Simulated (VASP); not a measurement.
# Sb (Fm-3m) in VASP: a series of runs

Runs on Sb. Level: r2SCAN. Tasks: single point.

Program: VASP 6.6.1. These are calculated values, not measurements. Logs are shortened: lines on timing, memory, paths and dates and some standing lists are left out, and cuts for length are marked.

### 1 The crystal as given

The structure is cubic, space group Fm-3m (No. 225). The conventional cell has a = 4.742 Å, b = 4.742 Å, c = 4.742 Å, α = 90.00°, β = 90.00°, γ = 90.00°. Around Sb (site symmetry m-3m) lie 12 Sb at 3.35 Å.

This isn't the form of Sb at room conditions, which is rhombohedral.

### 2 Single point, r2SCAN

File INCAR:

```
PREC = Accurate
ENCUT = 700
EDIFF = 1E-6
ISMEAR = 1
SIGMA = 0.1
LREAL = F
LASPH = T
NELM = 100
ALGO = Normal
ISIF = 2
LWAVE = F
LCHARG = F
METAGGA = R2SCAN
LMIXTAU = T
NBANDS = 8
ADDGRID = F
```

File KPOINTS:

```
Automatic mesh
0
Gamma
  3 3 3
```

File POSCAR:

```
Sb
1.0
    0.0000000000      2.3712425216      2.3712425216
    2.3712425216      0.0000000000      2.3712425216
    2.3712425216      2.3712425216      0.0000000000
Sb
1
Direct
    0.0000000000      0.0000000000      0.0000000000
```

Potentials or basis: VASP PAW PBE potentials, release 64 (Sb).

The run is started by

```console
> cat potpaw_PBE.64/Sb/POTCAR > POTCAR
> mpirun -np 1 vasp_std > vasp.out
```

OUTCAR:

```text
PREC = Accurate
   ENCUT = 700
   EDIFF = 1E-6
   ISMEAR = 1
   LREAL = F
   LASPH = T
   NELM = 100
   ISIF = 2
   METAGGA = R2SCAN

 Found      4 irreducible k-points:

 Following reciprocal coordinates:
            Coordinates               Weight
  0.000000  0.000000  0.000000      1.000000
  0.333333  0.000000  0.000000      8.000000
  0.333333  0.333333  0.000000      6.000000
 -0.333333  0.333333  0.000000     12.000000
   k-points           NKPTS =      4   k-points in BZ     NKDIM =      4   number of bands    NBANDS=      8
   number of dos      NEDOS =    301   number of ions     NIONS =      1
   total plane-waves  NPLWV =  27000
   dimension x,y,z NGX =    30 NGY =   30 NGZ =   30
   dimension x,y,z NGXF=    60 NGYF=   60 NGZF=   60
   ions per type =               1
   NGX,Y,Z   is equivalent  to a cutoff of  14.87, 14.87, 14.87 a.u.
   NGXF,Y,Z  is equivalent  to a cutoff of  29.74, 29.74, 29.74 a.u.
 SYSTEM =  unknown system
   PREC   = accura    normal or accurate (medium, high low for compatibility)
   ISTART =      0    job   : 0-new  1-cont  2-samecut
   ICHARG =      2    charge: 1-file 2-atom 10-const
   ISPIN  =      1    spin polarized calculation?
   LNONCOLLINEAR =      F non collinear calculations
   LSORBIT =      F    spin-orbit coupling
   LASPH  =      T    aspherical Exc in radial PAW
   ENCUT  =  700.0 eV  51.45 Ry    7.17 a.u.   7.23  7.23  7.23*2*pi/ulx,y,z
   NELM   =    100;   NELMIN=  2; NELMDL= -5     # of ELM steps
   EDIFF  = 0.1E-05   stopping-criterion for ELM
   LREAL  =      F    real-space projection
   EDIFFG = 0.1E-04   stopping-criterion for IOM
   NSW    =      0    number of steps for IOM
   IBRION =     -1    ionic relax: 0-MD 1-quasi-New 2-CG
   NFREE  =      0    steps in history (QN), initial steepest desc. (CG)
   ISIF   =      2    stress and relaxation
   ISYM   =      2    0-nonsym 1-usesym 2-fastsym
   POTIM  = 0.5000    time-step for ionic-motion
   TEBEG  =    0.0;   TEEND  =   0.0 temperature during run
   PSTRESS=    0.0 pullay stress
   NELECT =       5.0000    total number of electrons
   NUPDOWN=      -1.0000    fix difference up-down
   EMIN   =  10.00;   EMAX   =-10.00  energy-range for DOS
   EFERMI =   0.00;   METHOD = LEGACY
   ISMEAR =     1;   SIGMA  =   0.10  broadening in eV -4-tet -1-fermi 0-gaus
   EFERMI_NEDOS =   21; number of points for ismear=-14 and -15
   IALGO  =     38    algorithm
   IMIX   =      4    mixing-type and parameters
     AMIX     =   0.40;   BMIX     =  1.00
     AMIX_MAG =   1.60;   BMIX_MAG =  1.00
  volume/ion in A,a.u.               =      26.67       179.95
  Fermi-wavevector in a.u.,A,eV,Ry     =   0.937013  1.770697 11.945820  0.877993
  Thomas-Fermi vector in A             =   2.064081
   LORBIT       =      0    0 simple, 1 ext, 2 COOP (PROOUT), +10 PAW based schemes
   METAGGA = R2SCAN    functional components
   LHFCALC =     F    Hartree Fock is set to
   AEXX    =    0.0000 exact exchange contribution
   IVDW    =     0    specifies the selected vdW correction
   LEPSILON=     F    determine dielectric tensor
   LRPA    =     F    only Hartree local field effects (RPA)
 non-spin polarized calculation
 Methfessel and Paxton  Order N= 1 SIGMA  =   0.10
  energy-cutoff  :      700.00
  volume of cell :       26.67
 maximum number of plane-waves:      1139
 NGX is ok and might be reduce to    30
   NGX = 15   NGY = 15   NGZ = 15

 number of electron       5.0000000 magnetization

 Free energy of the ion-electron system (eV)
  ---------------------------------------------------
  ext. energy  EPLUGINS =         0.00000000
  ---------------------------------------------------
  free energy    TOTEN  =       -25.92012053 eV

  energy without entropy =      -25.91221502  energy(sigma->0) =      -25.91748536

 E-fermi :   9.7811     XC(G=0): -10.8824

 val. band max:        7.1732993836   @ k =   0.3333   0.3333   0.0000
 cond. band min:       9.8182419301   @ k =   0.3333   0.3333   0.0000
 fundamental gap:      2.6449425465
 Fermi energy:         9.7810863752

 k-point     1 :       0.0000    0.0000    0.0000
  band No.  band energies     occupation
      1      -5.0641      2.00000
      2      14.3258      0.00000
      3      14.3258      0.00000
      4      14.3258      0.00000
      5      19.0799      0.00000
      6      19.0799      0.00000
      7      19.0799      0.00000
      8      19.5667      0.00000

 k-point     2 :       0.3333    0.0000    0.0000
  band No.  band energies     occupation
      1      -2.7725      2.00000
      2       5.3673      2.00000
      3      12.8117      0.00000
      4      12.8117      0.00000
      5      17.3465      0.00000
      6      18.8461      0.00000
      7      18.8461      0.00000
      8      20.1127      0.00000

 k-point     3 :       0.3333    0.3333    0.0000
  band No.  band energies     occupation
      1      -1.9711      2.00000
      2       7.1733      2.00000
      3       9.8182      0.41667
      4       9.8182      0.41667
      5      14.0721      0.00000
      6      14.3545      0.00000
      7      25.5163      0.00000
      8      25.6278      0.00000

 k-point     4 :      -0.3333    0.3333    0.0000
  band No.  band energies     occupation
      1       0.2900      2.00000
      2       4.9235      2.00000
      3       4.9710      2.00000
      4      10.5213     -0.00000
      5      14.6526      0.00000
      6      21.5924      0.00000
      7      23.0147      0.00000
      8      23.5353      0.00000

------------------------ aborting loop because EDIFF is reached ----------------------------------------

  FORCE on cell =-STRESS in cart. coord.  units (eV):
  Direction    XX          YY          ZZ          XY          YZ          ZX
  --------------------------------------------------------------------------------------
  -------------------------------------------------------------------------------------
  Total        0.0693129      0.0693129      0.0693129      0.0000000      0.0000000      0.0000000
  in kB        4.1645398      4.1645398      4.1645398      0.0000000      0.0000000      0.0000000
  external PRESSURE =       4.1645398 kB  Pullay stress =       0.0000000 kB

 VOLUME and BASIS-vectors are now :
 -----------------------------------------------------------------------------
  energy-cutoff  :      700.00
  volume of cell :       26.67
      direct lattice vectors                 reciprocal lattice vectors
     0.000000000  2.371242522  2.371242522    -0.210859916  0.210859916  0.210859916
     2.371242522  0.000000000  2.371242522     0.210859916 -0.210859916  0.210859916
     2.371242522  2.371242522  0.000000000     0.210859916  0.210859916 -0.210859916

 POSITION                                       TOTAL-FORCE (eV/Angst)
 -----------------------------------------------------------------------------------
      0.00000      0.00000      0.00000         0.000000      0.000000      0.000000
 -----------------------------------------------------------------------------------
    total drift:                               -0.000000     -0.000000     -0.000000

  FREE ENERGIE OF THE ION-ELECTRON SYSTEM (eV)
  ---------------------------------------------------
  free  energy   TOTEN  =       -25.9201205340 eV

  energy  without entropy=      -25.9122150177  energy(sigma->0) =      -25.91748536
```

OSZICAR:

```text
N       E                     dE             d eps       ncg     rms          rms(c)
DAV:   1    -0.135406455073E+02   -0.13541E+02   -0.21420E+03    64   0.556E+02
DAV:   2    -0.264203240749E+02   -0.12880E+02   -0.12880E+02   104   0.674E+01
DAV:   3    -0.265325963115E+02   -0.11227E+00   -0.11157E+00    72   0.735E+00
DAV:   4    -0.265329245489E+02   -0.32824E-03   -0.32824E-03    88   0.485E-01
DAV:   5    -0.265329246226E+02   -0.73686E-07   -0.73583E-07    80   0.640E-03    0.153E+00
DAV:   6    -0.257972385439E+02    0.73569E+00   -0.93518E-02    64   0.266E+00    0.980E-01
DAV:   7    -0.260537773096E+02   -0.25654E+00   -0.81311E-02    64   0.236E+00    0.950E-02
DAV:   8    -0.259195063511E+02    0.13427E+00   -0.48678E-02    80   0.163E+00    0.750E-02
DAV:   9    -0.259175009567E+02    0.20054E-02   -0.47719E-04    88   0.191E-01    0.983E-02
DAV:  10    -0.259188144040E+02   -0.13134E-02   -0.17373E-03    80   0.321E-01    0.391E-02
DAV:  11    -0.259198616216E+02   -0.10472E-02   -0.55942E-04    80   0.237E-01    0.271E-02
DAV:  12    -0.259200238770E+02   -0.16226E-03   -0.31392E-05    96   0.450E-02    0.212E-02
DAV:  13    -0.259201034368E+02   -0.79560E-04   -0.35536E-05    72   0.571E-02    0.161E-02
DAV:  14    -0.259201172877E+02   -0.13851E-04   -0.20788E-05    96   0.413E-02    0.749E-03
DAV:  15    -0.259201206851E+02   -0.33974E-05   -0.33305E-06    80   0.190E-02    0.286E-03
DAV:  16    -0.259201205340E+02    0.15114E-06   -0.41331E-07    80   0.670E-03
   1 F= -.25920121E+02 E0= -.25917485E+02  d E =-.790552E-02
```

stdout:

```text
POSCAR found type information on POSCAR Sb
 POSCAR found :  1 types and       1 ions
 scaLAPACK will be used
 -----------------------------------------------------------------------------
|                                                                             |
|                                                                             |
|     You enforced a specific xc type in the INCAR file but a different       |
|     I HOPE YOU KNOW WHAT YOU ARE DOING!                                     |
|                                                                             |
 -----------------------------------------------------------------------------

 LDA part: xc-table for (None), standard interpolation
 POSCAR, INCAR and KPOINTS ok, starting setup
 FFT: planning ... GRIDC
 FFT: planning ... GRID_SOFT
 FFT: planning ... GRID
 WAVECAR not read
 entering main loop
```

It took 8.1 s on 1 thread of Intel Xeon 6975P-C (Granite Rapids), shared host; peak memory 0.17 GiB.

The run converged, but some of its settings lie outside the range that counts as converged, so its numbers aren't taken as properties of the crystal.

What came out:

```yaml
Free_energy: -25.9201 eV
Pressure: 0.4 GPa
Band_gap_on_the_k_mesh: none (metal or under the smearing width)
```

Caveat: the k mesh is coarse (spacing up to 0.76 Å⁻¹), so the values aren't converged; the PAW data sets were made with another functional, which shifts forces and pressure a little.

### 3 Single point, r2SCAN

Changes to INCAR since step 2:

```diff
@@ -1,3 +1,3 @@
 PREC = Accurate
-ENCUT = 700
+ENCUT = 250
 EDIFF = 1E-6
```

File KPOINTS:

```
Automatic mesh
0
Gamma
  6 6 6
```

POSCAR is that of step 2.

Potentials or basis: VASP PAW PBE potentials, release 64 (Sb).

The run is started by

```console
> cat potpaw_PBE.64/Sb/POTCAR > POTCAR
> mpirun -np 1 vasp_std > vasp.out
```

OUTCAR:

```text
PREC = Accurate
   ENCUT = 250
   EDIFF = 1E-6
   ISMEAR = 1
   LREAL = F
   LASPH = T
   NELM = 100
   ISIF = 2
   METAGGA = R2SCAN

 Found     16 irreducible k-points:

 Following reciprocal coordinates:
            Coordinates               Weight
  0.000000  0.000000  0.000000      1.000000
  0.166667  0.000000  0.000000      8.000000
  0.333333  0.000000  0.000000      8.000000
  0.500000  0.000000  0.000000      4.000000
  0.166667  0.166667  0.000000      6.000000
  0.333333  0.166667  0.000000     24.000000
   k-points           NKPTS =     16   k-points in BZ     NKDIM =     16   number of bands    NBANDS=      8
   number of dos      NEDOS =    301   number of ions     NIONS =      1
   total plane-waves  NPLWV =   5832
   dimension x,y,z NGX =    18 NGY =   18 NGZ =   18
   dimension x,y,z NGXF=    36 NGYF=   36 NGZF=   36
   ions per type =               1
   NGX,Y,Z   is equivalent  to a cutoff of   8.92,  8.92,  8.92 a.u.
   NGXF,Y,Z  is equivalent  to a cutoff of  17.85, 17.85, 17.85 a.u.
 SYSTEM =  unknown system
   PREC   = accura    normal or accurate (medium, high low for compatibility)
   ISTART =      0    job   : 0-new  1-cont  2-samecut
   ICHARG =      2    charge: 1-file 2-atom 10-const
   ISPIN  =      1    spin polarized calculation?
   LNONCOLLINEAR =      F non collinear calculations
   LSORBIT =      F    spin-orbit coupling
   LASPH  =      T    aspherical Exc in radial PAW
[... 60 lines left out ...]
  band No.  band energies     occupation
      1      -5.0699      2.00000
      2      14.3027      0.00000
      3      14.3027      0.00000
      4      14.3027      0.00000
      5      19.0549      0.00000
      6      19.0549      0.00000
      7      19.0549      0.00000
      8      19.6277      0.00000
[... 45 lines left out ...]
 k-point     6 :       0.3333    0.1667    0.0000
  band No.  band energies     occupation
      1      -2.9432      2.00000
      2       7.2702      2.00000
      3      11.1041      0.00000
      4      11.1293      0.00000
      5      15.7951      0.00000
      6      18.0813      0.00000
      7      21.7749      0.00000
      8      21.9090      0.00000

 [... further k-points ...]

------------------------ aborting loop because EDIFF is reached ----------------------------------------

  FORCE on cell =-STRESS in cart. coord.  units (eV):
  Direction    XX          YY          ZZ          XY          YZ          ZX
  --------------------------------------------------------------------------------------
  -------------------------------------------------------------------------------------
  Total        0.1657309      0.1657309      0.1657309     -0.0000000      0.0000000      0.0000000
  in kB        9.9576312      9.9576312      9.9576312     -0.0000000      0.0000000      0.0000000
  external PRESSURE =       9.9576312 kB  Pullay stress =       0.0000000 kB

 VOLUME and BASIS-vectors are now :
 -----------------------------------------------------------------------------
  energy-cutoff  :      250.00
  volume of cell :       26.67
      direct lattice vectors                 reciprocal lattice vectors
     0.000000000  2.371242522  2.371242522    -0.210859916  0.210859916  0.210859916
     2.371242522  0.000000000  2.371242522     0.210859916 -0.210859916  0.210859916
     2.371242522  2.371242522  0.000000000     0.210859916  0.210859916 -0.210859916

 POSITION                                       TOTAL-FORCE (eV/Angst)
 -----------------------------------------------------------------------------------
      0.00000      0.00000      0.00000         0.000000      0.000000      0.000000
 -----------------------------------------------------------------------------------
    total drift:                                0.000000      0.000000     -0.000000

  FREE ENERGIE OF THE ION-ELECTRON SYSTEM (eV)
  ---------------------------------------------------
  free  energy   TOTEN  =       -25.2536077355 eV

  energy  without entropy=      -25.2502028923  energy(sigma->0) =      -25.25247279
```

OSZICAR:

```text
N       E                     dE             d eps       ncg     rms          rms(c)
DAV:   1    -0.208133516851E+02   -0.20813E+02   -0.10972E+03   256   0.222E+02
DAV:   2    -0.258296749055E+02   -0.50163E+01   -0.50063E+01   344   0.407E+01
DAV:   3    -0.258770919575E+02   -0.47417E-01   -0.47402E-01   296   0.409E+00
DAV:   4    -0.258771859628E+02   -0.94005E-04   -0.94004E-04   392   0.223E-01
DAV:   5    -0.258771860615E+02   -0.98650E-07   -0.99945E-07   296   0.436E-03    0.154E+00
DAV:   6    -0.251311893609E+02    0.74600E+00   -0.99287E-02   272   0.224E+00    0.969E-01
DAV:   7    -0.252774000306E+02   -0.14621E+00   -0.96568E-02   256   0.213E+00    0.212E-01
DAV:   8    -0.252526055528E+02    0.24794E-01   -0.38835E-02   264   0.131E+00    0.714E-02
DAV:   9    -0.252528330041E+02   -0.22745E-03   -0.28498E-04   344   0.125E-01    0.913E-02
DAV:  10    -0.252520645166E+02    0.76849E-03   -0.34695E-04   264   0.128E-01    0.426E-02
DAV:  11    -0.252535386897E+02   -0.14742E-02   -0.80976E-04   296   0.196E-01    0.220E-02
DAV:  12    -0.252535501987E+02   -0.11509E-04   -0.23548E-05   296   0.321E-02    0.232E-02
DAV:  13    -0.252535014447E+02    0.48754E-04   -0.12010E-05   272   0.263E-02    0.290E-02
DAV:  14    -0.252536073986E+02   -0.10595E-03   -0.10545E-04   256   0.813E-02    0.144E-03
DAV:  15    -0.252536077355E+02   -0.33687E-06   -0.97367E-07   320   0.665E-03
   1 F= -.25253608E+02 E0= -.25252473E+02  d E =-.340484E-02
```

stdout:

```text
POSCAR found type information on POSCAR Sb
 POSCAR found :  1 types and       1 ions
 scaLAPACK will be used
 -----------------------------------------------------------------------------
|                                                                             |
|                                                                             |
|     You enforced a specific xc type in the INCAR file but a different       |
|     I HOPE YOU KNOW WHAT YOU ARE DOING!                                     |
|                                                                             |
 -----------------------------------------------------------------------------

 LDA part: xc-table for (None), standard interpolation
 POSCAR, INCAR and KPOINTS ok, starting setup
 FFT: planning ... GRIDC
 FFT: planning ... GRID_SOFT
 FFT: planning ... GRID
 WAVECAR not read
 entering main loop
```

Run time: 5.3 s. Hardware: 1 thread of Intel Xeon 6975P-C (Granite Rapids), shared host; peak memory 0.11 GiB.

These settings aren't checked as converged: the numbers below hold their error.

Results:

```yaml
Free_energy: -25.2536 eV
Pressure: 1.0 GPa
Band_gap_on_the_k_mesh: none (metal or under the smearing width)
```

Caveat: the k mesh is coarse (spacing up to 0.38 Å⁻¹), so the values aren't converged; the PAW data sets were made with another functional, which shifts forces and pressure a little.

### 4 Single point, r2SCAN

Changes to INCAR since step 3:

```diff
@@ -1,3 +1,3 @@
 PREC = Accurate
-ENCUT = 250
+ENCUT = 300
 EDIFF = 1E-6
```

KPOINTS is that of step 3.

POSCAR is that of step 3.

The run is started by

```console
> cat potpaw_PBE.64/Sb/POTCAR > POTCAR
> mpirun -np 1 vasp_std > vasp.out
```

Wall time 6.1 s (1 thread of Intel Xeon 6975P-C (Granite Rapids), shared host); peak memory 0.12 GiB.

The run converged, but some of its settings lie outside the range that counts as converged, so its numbers aren't taken as properties of the crystal.

What came out:

```
Free energy            : -25.2549 eV
Pressure               : 1.0 GPa
Band gap on the k mesh : none (metal or under the smearing width)
```

Caveat: the k mesh is coarse (spacing up to 0.38 Å⁻¹), so the values aren't converged; the PAW data sets were made with another functional, which shifts forces and pressure a little.

### 5 Single point, r2SCAN

Changes to INCAR since step 4:

```diff
@@ -1,3 +1,3 @@
 PREC = Accurate
-ENCUT = 300
+ENCUT = 250
 EDIFF = 1E-6
```

File KPOINTS:

```
Automatic mesh
0
Gamma
  7 7 7
```

POSCAR is that of step 4.

The run is started by

```console
> cat potpaw_PBE.64/Sb/POTCAR > POTCAR
> mpirun -np 1 vasp_std > vasp.out
```

It took 6.2 s on 1 thread of Intel Xeon 6975P-C (Granite Rapids), shared host; peak memory 0.11 GiB.

The run converged, but some of its settings lie outside the range that counts as converged, so its numbers aren't taken as properties of the crystal.

What came out:

- Free energy: -25.2075 eV
- Pressure: -0.1 GPa
- Band gap on the k mesh: none (metal or under the smearing width)

Caveat: the PAW data sets were made with another functional, which shifts forces and pressure a little.
